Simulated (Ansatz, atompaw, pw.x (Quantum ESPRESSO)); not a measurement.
# What a changed setting does to a pw.x run (bcc As)

Potential: PAW, atompaw 4.2.0.5, PBE; core [Ar] 3d10, reference 4s2 4p3; waves: 4s (bound): rc 1.55 bohr; 4s channel at -0.75 Ry: rc 1.55 bohr; 4p (bound): rc 1.70 bohr; 4p channel at 0.15 Ry: rc 1.70 bohr; 4d channel at 0.05 Ry: rc 1.50 bohr; local part: bessel scheme, radius 1.54 bohr; core correction: smooth core density matched at 1.20 bohr; augmentation: sinc compensation charge, radius 1.45 bohr; PAW radius 1.70 bohr; waves and projectors: custom rrkj vanderbiltortho.

The reference run (k-mesh 14³, cutoffs 40/400 Ry, Fermi–Dirac 0.01 Ry, mixing_beta 0.4, conv_thr 1e-9, no spin) gives -0.68 GPa at 19.100 Å³/atom, where all-electron LAPW gives -0.22 GPa. This run, with its own iteration cap, changes mixing_ndim to 16.

```
&control
  calculation='scf', prefix='x', pseudo_dir='./', outdir='./tmp', tstress=.true., disk_io='none'
/
&system
  ibrav=0, nat=1, ntyp=1, ecutwfc=40, ecutrho=400, nbnd=9,
  occupations='smearing', smearing='fd', degauss=0.01
/
&electrons
  conv_thr=1e-09, mixing_beta=0.4, electron_maxstep=50, mixing_ndim=16
/
ATOMIC_SPECIES
As 1.0 As.UPF
CELL_PARAMETERS angstrom
  -1.68393165 1.68393165 1.68393165
  1.68393165 -1.68393165 1.68393165
  1.68393165 1.68393165 -1.68393165
ATOMIC_POSITIONS crystal
As 0.0000 0.0000 0.0000
K_POINTS automatic
14 14 14 0 0 0
```

```bash
pw.x < As.scf.in > As.scf.out
```

Question: How does the run end?

Answer: It converges in 5 iterations; the free energy moves by +0.0 meV/atom and the pressure by +0.00 GPa. The result is that of the reference run.

```
Message from routine setup:
     using ibrav=0 with symmetry is DISCOURAGED, use correct ibrav instead
     lattice parameter (alat)  =       5.5117  a.u.
     unit-cell volume          =     128.8932 (a.u.)^3
     number of electrons       =         5.00
     number of Kohn-Sham states=            9
     kinetic-energy cutoff     =      40.0000  Ry
     charge density cutoff     =     400.0000  Ry
     scf convergence threshold =      1.0E-09
     Exchange-correlation= SLA PW PBX PBC
     number of k points=   104  Fermi-Dirac smearing, width (Ry)=  0.0100
     negative rho (up, down):  1.184E-02 0.000E+00
     iteration #  1     ecut=    40.00 Ry     beta= 0.40
     negative rho (up, down):  1.158E-02 0.000E+00
     total energy              =    -175.96265977 Ry
     estimated scf accuracy    <       0.00156713 Ry
     iteration #  2     ecut=    40.00 Ry     beta= 0.40
     negative rho (up, down):  1.131E-02 0.000E+00
     total energy              =    -175.96260846 Ry
     estimated scf accuracy    <       0.00045712 Ry
     iteration #  3     ecut=    40.00 Ry     beta= 0.40
     negative rho (up, down):  1.135E-02 0.000E+00
     total energy              =    -175.96264374 Ry
     estimated scf accuracy    <       0.00000575 Ry
     iteration #  4     ecut=    40.00 Ry     beta= 0.40
     negative rho (up, down):  1.135E-02 0.000E+00
     total energy              =    -175.96264498 Ry
     estimated scf accuracy    <       0.00000005 Ry
     iteration #  5     ecut=    40.00 Ry     beta= 0.40
     negative rho (up, down):  1.135E-02 0.000E+00
     the Fermi energy is     8.8665 ev
!    total energy              =    -175.96264500 Ry
     estimated scf accuracy    <          8.2E-10 Ry
     smearing contrib. (-TS)   =      -0.00229596 Ry
     convergence has been achieved in   5 iterations
     negative rho (up, down):  1.135E-02 0.000E+00
          total   stress  (Ry/bohr**3)                   (kbar)     P=       -6.83
     Message from routine punch:
     Nothing written, as per user request (disk_io='none')
```

The run took about 4.9 s on one core of a shared server CPU.
